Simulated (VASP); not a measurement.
# InSe (C2/m) in VASP: band structure with PBE-EpsX

Aim: the band structure of InSe with PBE-EpsX.

Everything below comes from runs of VASP 6.6.1. Logs are shortened: lines on timing, memory, paths and dates and some standing lists are left out, and cuts for length are marked.

**1. Starting point**

It takes space group C2/m (No. 12, monoclinic). Conventional cell: a = 11.653 Å, b = 4.109 Å, c = 5.073 Å, α = 90.00°, β = 109.86°, γ = 90.00°. In (site symmetry m) has 3 Se at 2.68 to 2.69 Å and 1 In at 2.80 Å as nearest neighbours. Around Se (site symmetry m) lie 3 In at 2.68 to 2.69 Å.

The cell comes from a database or a generator and needn't be the stable form of this composition.

**2. Band structure, PBE-EpsX**

File POSCAR:

```
InSe
1.0
    5.8263928781     -2.0546489550      0.0000000000
    5.8263928781      2.0546489550      0.0000000000
   -1.7232330140      0.0000000000      4.7713478577
In Se
2 2
Direct
    0.8882032500      0.8882032500      0.0468413600
    0.1117967500      0.1117967500      0.9531586400
    0.6609275900      0.6609275900      0.6689556200
    0.3390724100      0.3390724100      0.3310443800
```

File INCAR.step1:

```
SYSTEM = InSe
PREC = Accurate ; ENCUT = 520
EDIFF = 1E-8 ; ISMEAR = 0
SIGMA = 0.02 ; LREAL = .FALSE.
LASPH = .TRUE. ; NELM = 80
ALGO = Normal ; ISIF = 2
LWAVE = .FALSE. ; LCHARG = .FALSE.
GGA = PE ; LEPSILON = .TRUE.
```

File KPOINTS.step1:

```
Automatic mesh
0
G
  8 8 6
  0 0 0
```

File INCAR.step2:

```
SYSTEM = InSe
PREC = Accurate ; ENCUT = 520
EDIFF = 1E-5 ; ISMEAR = 0
SIGMA = 0.02 ; LREAL = .FALSE.
LASPH = .TRUE. ; NELM = 80
ALGO = Normal ; ISIF = 2
LWAVE = .TRUE. ; LCHARG = .FALSE.
GGA = PE
```

File KPOINTS.step2:

```
Automatic mesh
0
G
  4 4 4
  0 0 0
```

File INCAR.step3:

```
SYSTEM = InSe
PREC = Accurate ; ENCUT = 520
EDIFF = 1E-6 ; ISMEAR = 0
SIGMA = 0.02 ; LREAL = .FALSE.
LASPH = .TRUE. ; NELM = 80
ALGO = Normal ; ISIF = 2
LWAVE = .FALSE. ; LCHARG = .FALSE.
GGA = PE ; LHFCALC = .TRUE.
AEXX = 0.1013 ; PRECFOCK = Fast
HFRCUT = -1 ; ISTART = 1
```

File KPOINTS.step3:

```
Automatic mesh
0
G
  4 4 4
  0 0 0
```

File KPOINTS_OPT:

```
path XGY,LGZ,NGM,RG
10
line-mode
reciprocal
 0.0000000000  0.5000000000  0.0000000000  X
 0.0000000000  0.0000000000  0.0000000000  G

 0.0000000000  0.0000000000  0.0000000000  G
 0.0000000000  0.0000000000 -0.5000000000  Y

 0.0000000000  0.5000000000 -0.5000000000  L
 0.0000000000  0.0000000000  0.0000000000  G

 0.0000000000  0.0000000000  0.0000000000  G
-0.5000000000 -0.5000000000  0.5000000000  Z

-0.5000000000  0.0000000000  0.5000000000  N
 0.0000000000  0.0000000000  0.0000000000  G

 0.0000000000  0.0000000000  0.0000000000  G
-0.5000000000 -0.5000000000  0.0000000000  M

-0.5000000000  0.0000000000  0.0000000000  R
 0.0000000000  0.0000000000  0.0000000000  G
```

Potentials or basis: VASP PAW PBE potentials, release 64 (In_d, Se).

On the command line:

```console
$ cat potpaw_PBE.64/In_d/POTCAR potpaw_PBE.64/Se/POTCAR > POTCAR
$ cp INCAR.step1 INCAR
$ cp KPOINTS.step1 KPOINTS
$ mpirun -np 1 vasp_std > vasp.out
$ cp INCAR.step2 INCAR
$ cp KPOINTS.step2 KPOINTS
$ mpirun -np 1 vasp_std > vasp.out
$ cp INCAR.step3 INCAR
$ cp KPOINTS.step3 KPOINTS
$ mpirun -np 1 vasp_std > vasp.out
```

OUTCAR:

```text
SYSTEM = InSe
   PREC = Accurate
   ENCUT = 520
   EDIFF = 1E-6
   ISMEAR = 0
   LREAL = .FALSE.
   LASPH = .TRUE.
   NELM = 80
   ISIF = 2
   GGA = PE
   LHFCALC = .TRUE.
   AEXX = 0.1013
   PRECFOCK = Fast
   ISTART = 1

 ion  position               nearest neighbor table
   1  0.888  0.888  0.047-   4 2.68   4 2.68   3 2.69   2 2.80   2 3.71   2 3.71
   2  0.112  0.112  0.953-   3 2.68   3 2.68   4 2.69   1 2.80   1 3.71   1 3.71
   3  0.661  0.661  0.669-   2 2.68   2 2.68   1 2.69
   4  0.339  0.339  0.331-   1 2.68   1 2.68   2 2.69

  LATTYP: Found a base centered monoclinic cell.
 ALAT       =    11.6527857562
 B/A-ratio  =     0.3526451096
 C/A-ratio  =     0.4353462338
 COS(beta)  =    -0.3396874117

  Lattice vectors:

 A1 = (   5.8263928781,  -2.0546489550,   0.0000000000)
 A2 = (   5.8263928781,   2.0546489550,   0.0000000000)
 A3 = (  -1.7232330140,   0.0000000000,   4.7713478577)

Analysis of symmetry for initial positions (statically):
=====================================================================
 Subroutine PRICEL returns:
 Original cell was already a primitive cell.

 Routine SETGRP: Setting up the symmetry group for a
 base centered monoclinic supercell.

 Subroutine GETGRP returns: Found  4 space group operations
 (whereof  4 operations were pure point group operations)
 out of a pool of  4 trial point group operations.

The static configuration has the point symmetry C_2h.

Analysis of symmetry for dynamics (positions and initial velocities):
=====================================================================
 Subroutine PRICEL returns:
 Original cell was already a primitive cell.

 Routine SETGRP: Setting up the symmetry group for a
 base centered monoclinic supercell.

 Subroutine GETGRP returns: Found  4 space group operations
 (whereof  4 operations were pure point group operations)
 out of a pool of  4 trial point group operations.

The dynamic configuration has the point symmetry C_2h.

 Subroutine INISYM returns: Found  4 space group operations
 (whereof  4 operations are pure point group operations),
 and found     1 'primitive' translations

----------------------------------------------------------------------------------------

                                     Primitive cell

[... 99 lines left out ...]
   ISIF   =      2    stress and relaxation
   ISYM   =      3    0-nonsym 1-usesym 2-fastsym
   POTIM  = 0.5000    time-step for ionic-motion
   TEBEG  =    0.0;   TEEND  =   0.0 temperature during run
   PSTRESS=    0.0 pullay stress
   NELECT =      38.0000    total number of electrons
   NUPDOWN=      -1.0000    fix difference up-down
   EMIN   =  10.00;   EMAX   =-10.00  energy-range for DOS
   EFERMI =   0.00;   METHOD = LEGACY
   ISMEAR =     0;   SIGMA  =   0.02  broadening in eV -4-tet -1-fermi 0-gaus
   EFERMI_NEDOS =   21; number of points for ismear=-14 and -15
   IALGO  =     38    algorithm
   IMIX   =      1    mixing-type and parameters
     AMIX     =   0.40;   BMIX     =  1.00
     AMIX_MAG =   1.60;   BMIX_MAG =  1.00
  volume/ion in A,a.u.               =      28.56       192.73
  Fermi-wavevector in a.u.,A,eV,Ry     =   1.134314  2.143542 17.506177  1.286668
  Thomas-Fermi vector in A             =   2.271018
   LORBIT       =      0    0 simple, 1 ext, 2 COOP (PROOUT), +10 PAW based schemes
   GGA     = PE    functional components
   LHFCALC =     T    Hartree Fock is set to
   PRECFOCK=fast      Normal, Fast or Accurate (Low or Medium for compatibility)
   ENCUT4O =  -1.0   cutoff for four orbital integrals eV
   NKREDX  =     1    reduce k-point grid by
   NKREDY  =     1    reduce k-point grid by
   NKREDZ  =     1    reduce k-point grid by
   AEXX    =    0.1013 exact exchange contribution
   HFSCREEN=    0.0000 screening length (either q_TF or 0.3 A-1)
   HFSCREENC=   0.0000 screening length for correlation (either q_TF or 0.3 A-1)
   ENCUTFOCK=  -1.0 apply spherical cutoff to Coloumb kernel
   IVDW    =     0    specifies the selected vdW correction
   LEPSILON=     F    determine dielectric tensor
   LRPA    =     F    only Hartree local field effects (RPA)
 non-spin polarized calculation
 Gauss-broadening in eV      SIGMA  =   0.02
  energy-cutoff  :      520.00
  volume of cell :      114.24
 maximum number of plane-waves:      3094
 NGX is ok and might be reduce to    48
  NGX = 24; NGY = 24; NGZ = 20

 number of electron      38.0000006 magnetization

 Free energy of the ion-electron system (eV)
  ---------------------------------------------------
  ext. energy  EPLUGINS =         0.00000000
  ---------------------------------------------------
  free energy    TOTEN  =       -15.89884253 eV

  energy without entropy =      -15.89884253  energy(sigma->0) =      -15.89884253

 E-fermi :   3.7423     XC(G=0):  -8.3108

 val. band max:        3.6048896220   @ k =   0.5000   0.5000   0.0000
 cond. band min:       5.3005127567   @ k =   0.0000   0.0000   0.5000
 fundamental gap:      1.6956231348
 Fermi energy:         3.7423250288

 k-point     1 :       0.0000    0.0000    0.0000
  band No.  band energies     occupation
      1     -11.6143      2.00000
      2     -11.5116      2.00000
      3     -11.3299      2.00000
      4     -11.3011      2.00000
      5     -11.2616      2.00000
      6     -11.2616      2.00000
[... 613 lines left out ...]
     22       7.6565      0.00000
     23       8.9934      0.00000

------------------------ aborting loop because EDIFF is reached ----------------------------------------

  FORCE on cell =-STRESS in cart. coord.  units (eV):
  Direction    XX          YY          ZZ          XY          YZ          ZX
  --------------------------------------------------------------------------------------
  -------------------------------------------------------------------------------------
  Total        0.3150854      0.5495987      0.4141437      0.0000000      0.0000000     -0.0121254
  in kB        4.4190655      7.7081086      5.8083558      0.0000000      0.0000000     -0.1700584
  external PRESSURE =       5.9785100 kB  Pullay stress =       0.0000000 kB

 VOLUME and BASIS-vectors are now :
 -----------------------------------------------------------------------------
  energy-cutoff  :      520.00
  volume of cell :      114.24
      direct lattice vectors                 reciprocal lattice vectors
     5.826392878 -2.054648955  0.000000000     0.085816389 -0.243350573  0.030993681
     5.826392878  2.054648955  0.000000000     0.085816389  0.243350573  0.030993681
    -1.723233014  0.000000000  4.771347858     0.000000000  0.000000000  0.209584384

 POSITION                                       TOTAL-FORCE (eV/Angst)
 -----------------------------------------------------------------------------------
     10.26932      0.00000      0.22350        -0.008842      0.000000     -0.016624
     -0.33977      0.00000      4.54785         0.008842      0.000000      0.016624
      6.54888      0.00000      3.19182         0.029057      0.000000     -0.100226
      3.38067      0.00000      1.57953        -0.029057      0.000000      0.100226
 -----------------------------------------------------------------------------------
    total drift:                               -0.000001     -0.000000     -0.000001

  FREE ENERGIE OF THE ION-ELECTRON SYSTEM (eV)
  ---------------------------------------------------
  free  energy   TOTEN  =       -15.8988425300 eV

  energy  without entropy=      -15.8988425300  energy(sigma->0) =      -15.89884253
```

OUTCAR.step1:

```text
SYSTEM = InSe
   PREC = Accurate
   ENCUT = 520
   EDIFF = 1E-8
   ISMEAR = 0
   LREAL = .FALSE.
   LASPH = .TRUE.
   NELM = 80
   ISIF = 2
   GGA = PE
   LEPSILON = .TRUE.

[... 923 lines left out ...]
 ---------------------------------------------------------------------------------
 ion    1
    1     2.85913     0.00000     0.08233
    2     0.00000     2.74559     0.00000
    3     0.11098     0.00000     1.71075
 ion    2
    1     2.85913     0.00000     0.08233
    2     0.00000     2.74559     0.00000
    3     0.11098     0.00000     1.71075
 ion    3
    1    -2.85913     0.00000    -0.08233
    2     0.00000    -2.74559     0.00000
    3    -0.11098     0.00000    -1.71075
 ion    4
    1    -2.85913     0.00000    -0.08233
    2     0.00000    -2.74559     0.00000
    3    -0.11098     0.00000    -1.71075
```

OUTCAR.step2:

```text
SYSTEM = InSe
   PREC = Accurate
   ENCUT = 520
   EDIFF = 1E-5
   ISMEAR = 0
   LREAL = .FALSE.
   LASPH = .TRUE.
   NELM = 80
[... 853 lines left out ...]
     -0.33977      0.00000      4.54785        -0.057893      0.000000      0.035053
      6.54888      0.00000      3.19182         0.022496      0.000000     -0.258066
      3.38067      0.00000      1.57953        -0.022496      0.000000      0.258066
 -----------------------------------------------------------------------------------
    total drift:                               -0.000000     -0.000000      0.000000

  FREE ENERGIE OF THE ION-ELECTRON SYSTEM (eV)
  ---------------------------------------------------
  free  energy   TOTEN  =       -14.0483867548 eV

  energy  without entropy=      -14.0483867548  energy(sigma->0) =      -14.04838675
```

It took 2.7 h on 1 thread of Intel Xeon 6975P-C (Granite Rapids), shared host; peak memory 0.96 GiB.

Results:

* Free energy: -15.8988 eV
* Pressure: 0.6 GPa
* Largest force: 0.104 eV/Å
* Band gap on the k mesh: 1.70 eV, indirect (least direct gap 2.05 eV)
* Band gap along the path: 1.66 eV, indirect (least direct gap 1.91 eV)

Forces in eV/Å, atoms in the order of the input:
```
In  -0.009  0.000 -0.017
In   0.009  0.000  0.017
Se   0.029  0.000 -0.100
Se  -0.029  0.000  0.100
```

Levels at the corners of the path, in eV from the valence-band top:
```tsv
point	band 17	band 18	band 19	band 20	band 21	band 22
X	-1.91	-1.62	-1.23	2.19	2.99	4.25
Γ	-2.10	-1.44	-1.23	3.30	3.55	4.25
Γ	-2.10	-1.44	-1.23	3.30	3.55	4.25
Y	-1.52	-1.15	-0.40	1.66	2.62	4.20
L	-2.26	-2.19	-1.36	3.04	3.98	4.25
Γ	-2.10	-1.44	-1.23	3.30	3.55	4.25
Γ	-2.10	-1.44	-1.23	3.30	3.55	4.25
Z	-1.40	-0.79	-0.47	2.70	3.61	4.02
N	-2.26	-2.19	-1.36	3.04	3.98	4.25
Γ	-2.10	-1.44	-1.23	3.30	3.55	4.25
Γ	-2.10	-1.44	-1.23	3.30	3.55	4.25
M	-1.27	-0.78	-0.04	2.02	3.22	3.98
R	-1.91	-1.62	-1.23	2.19	2.99	4.25
Γ	-2.10	-1.44	-1.23	3.30	3.55	4.25
```

Caveat: the PAW data sets were made with another functional, which shifts forces and pressure a little; spin-orbit coupling is left out, which moves the levels of the heavy elements.
